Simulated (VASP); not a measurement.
# Pt: band structure with rSCAN

Pt:

```
Pt
1.0
     0.00000    1.96090    1.96090
     1.96090    0.00000    1.96090
     1.96090    1.96090    0.00000
Pt
1
Direct
  0.00000 0.00000 0.00000
```

- Program: VASP 6.6.1
- Task: band structure
- Functional: rSCAN
- Potentials or basis: VASP PAW PBE potentials, release 64 (Pt)
- Cutoff: 520 eV
- k mesh: 12 × 12 × 12
- Occupations: fermi-dirac, width 0.05 eV
- Spin: no spin polarisation
- Further INCAR settings: ALGO = Normal; EDIFF = 1e-06; NBANDS = 11

| Quantity | Value |
| --- | --- |
| Pressure | 5.0 GPa |
| Band gap along the path | none (metal or under the smearing width) |

Levels at the corners of the path, in eV from the Fermi level:
```
point  band 2  band 3  band 4  band 5  band 6  band 7  band 8  band 9
    Γ   -3.91   -3.91   -3.91   -1.75   -1.75   15.50   20.65   20.65
    X   -6.83   -0.07    0.51    0.51    2.02    9.37   12.06   12.06
    X   -6.83   -0.07    0.51    0.51    2.02    9.37   12.06   12.06
    W   -4.68   -4.68   -2.10    0.51    7.59    8.73    8.73   12.63
    W   -4.68   -4.68   -2.10    0.51    7.59    8.73    8.73   12.63
    K   -5.63   -2.91   -1.42   -0.18    6.17    7.09   10.62   15.44
    K   -5.63   -2.91   -1.42   -0.18    6.17    7.09   10.62   15.44
    Γ   -3.91   -3.91   -3.91   -1.75   -1.75   15.50   20.65   20.65
    Γ   -3.91   -3.91   -3.91   -1.75   -1.75   15.50   20.65   20.65
    L   -4.01   -4.01   -0.29    0.01    0.01    6.18   15.08   19.99
    L   -4.01   -4.01   -0.29    0.01    0.01    6.18   15.08   19.99
    U   -5.63   -2.91   -1.42   -0.18    6.17    7.09   10.62   15.44
    U   -5.63   -2.91   -1.42   -0.18    6.17    7.09   10.62   15.44
    W   -4.68   -4.68   -2.10    0.51    7.59    8.73    8.73   12.63
    W   -4.68   -4.68   -2.10    0.51    7.59    8.73    8.73   12.63
    L   -4.01   -4.01   -0.29    0.01    0.01    6.18   15.08   19.99
    L   -4.01   -4.01   -0.29    0.01    0.01    6.18   15.08   19.99
    K   -5.63   -2.91   -1.42   -0.18    6.17    7.09   10.62   15.44
    U   -5.63   -2.91   -1.42   -0.18    6.17    7.09   10.62   15.44
    X   -6.83   -0.07    0.51    0.51    2.02    9.37   12.06   12.06
```

Run time: 76 s on 1 thread of AMD EPYC 9R45 (Zen 5) (shared host), peak memory 0.12 GiB.

Caveat: the PAW data sets were made with another functional, which shifts forces and pressure a little; spin-orbit coupling is left out, which moves the levels of the heavy elements.
